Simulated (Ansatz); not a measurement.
**Si2Mo: a single-point run**

The task is a single-point run on Si2Mo. The structure is shown as the input types it.

Computed with Ansatz 0.2.0 (Kohn-Sham DFT, with the functional, basis and potentials that each input names, unless a step's input says otherwise).

### 1 Starting point

The structure is tetragonal, space group I4/mmm (No. 139). Conventional cell: a = 3.190 Å, b = 3.190 Å, c = 7.822 Å, α = 90.00°, β = 90.00°, γ = 90.00°. Around Si (site symmetry 4mm) lie 5 Si at 2.58 to 2.62 Å and 5 Mo at 2.60 to 2.62 Å. Mo (site symmetry 4/mmm) has 10 Si at 2.60 to 2.62 Å in its first shell of neighbours.

As a file:

```
CELL_PARAMETERS angstrom
-1.59500 1.59500 3.91105
1.59500 -1.59500 3.91105
1.59500 1.59500 -3.91105
ATOMIC_POSITIONS crystal
Si 0.33505 0.33505 0.00000
Si 0.66495 0.66495 0.00000
Mo 0.00000 0.00000 0.00000
```

### 2 Input and run

Input file input.yaml:

```yaml
crystal:
  lattice:
    - [-1.59500424228, 1.59500424228, 3.91105284993]
    - [1.59500424228, -1.59500424228, 3.91105284993]
    - [1.59500424228, 1.59500424228, -3.91105284993]
  atoms:
    - { symbol: Si, position: [0.335052868687, 0.335052868687, 0.0] }
    - { symbol: Si, position: [0.664947131313, 0.664947131313, 0.0] }
    - { symbol: Mo, position: [0.0, 0.0, 0.0] }
kpoints:
  mp_grid: { grid: [14, 14, 14] }
scf:
  occupations: { method: fermi_dirac, width: 0.08 }
  max_iter: 60
hamiltonian:
  xc: pbesol
  pseudopotentials: { kind: all_electron, lapw: { basis_error: 0.001 } }
  hubbard: { sites: [{ species: Mo, l: d, u_eff: -5.0 }] }
output:
  forces: true
  stress: true
  eigenvalues: true
  eigenstates:
    nscf_kmesh: { grid: [20, 20, 20] }
    de_dk: true
    e_range: [-14, 14]
  optics:
    e_range: [0, 20]
    de: 0.2
    sigma: 0.2
    bands: { spectra_wanted_up_to: 20 }
    nscf_kmesh: { grid: [20, 20, 20] }
    drude_damping: 0.1
checkpoint:
  write: ck
  write_wavefunctions: false
```

On the command line:

```console
$ ansatz run input.yaml --threads 2 --pin off --max-ram 6144MiB --backend cpu --events-out ev --progress --plain --runs-dir out
```

**Question.** How will this run end, and is anything wrong with its input?

The run converged and reported no error, with warnings (optics on partly filled bands). Convergence says nothing about whether the input makes sense.

In the input, hamiltonian.hubbard.sites is [{species: Mo, l: d, u_eff: -5.0}]. The U is negative: it rewards fractional occupations of the shell, where a positive U penalises them, and shifts its filled levels up and its empty ones down.

Run again and compare: delete hamiltonian.hubbard.sites.
